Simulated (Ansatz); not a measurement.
# NaCl: the cost of one run

Program: Ansatz 0.2.0. Level of theory: DFT PBE, scalar-relativistic, plane waves, PAW. These are calculated values, not measurements.

2 further runs of the same task are left out: 2 that didn't finish.

### Step 1. The structure to begin with

Symmetry: I4_1md, No. 109, tetragonal system. The conventional cell has a = 3.702 Å, b = 3.702 Å, c = 13.652 Å, α = 90.00°, β = 90.00°, γ = 90.00°. Around Na (site symmetry 2mm) lie 6 Cl at 2.87 to 2.90 Å. Cl (site symmetry 2mm) is surrounded by 6 Na at 2.87 to 2.90 Å.

As a file:

```
CELL_PARAMETERS angstrom
-1.85083 1.85083 6.82580
1.85083 -1.85083 6.82580
1.85083 1.85083 -6.82580
ATOMIC_POSITIONS crystal
Na 0.29330 0.29330 0.00000
Na 0.04330 0.54330 0.50000
Cl 0.70670 0.70670 0.00000
Cl 0.45670 0.95670 0.50000
```

The cell was relaxed beforehand at this level, from a generated guess; it is a trial structure. At a tolerance of 0.02 Å it has space group I4_1md (No. 109); it has 23.38 Å³/atom, an uncorrected energy of -1.77 eV/atom over the elements and, on its mesh, gap 4.43 eV.

### Step 2. The cell scaled to 0.97 of its volume

The input, input.yaml:

```yaml
crystal:
  lattice:
    - [-1.8321294822, 1.8321294822, 6.7568449368]
    - [1.8321294822, -1.8321294822, 6.7568449368]
    - [1.8321294822, 1.8321294822, -6.7568449368]
  atoms:
    - { symbol: Na, position: [0.2933033381, 0.2933033381, 0.0] }
    - { symbol: Na, position: [0.0433033381, 0.5433033381, 0.5] }
    - { symbol: Cl, position: [0.7066966619, 0.7066966619, 0.0] }
    - { symbol: Cl, position: [0.4566966619, 0.9566966619, 0.5] }
basis:
  ecutwfc: 420
kpoints:
  mp_grid: { grid: [10, 10, 10] }
hamiltonian:
  xc: pbe
scf:
  occupations: { method: gaussian, width: 0.02 }
output:
  forces: true
  stress: true
  eigenvalues: true
  write_density: true
  write_potential: true
  elf: true
  volumetric_format: npy
relax:
  adjacent_minimum: "off"
  f_tol: 0.01
  max_steps: 30
  cell: { stress_tol: 0.1, fix: [volume] }
```

Command:

```console
> ansatz run input.yaml --threads 1 --pin off --max-ram 2560MiB --backend cpu --events-out ev --progress --plain --runs-dir out
```

What time and memory should one allow on 1 thread of Arm Neoverse V2, shared host?

About 36 s, with a peak of 0.48 GiB.
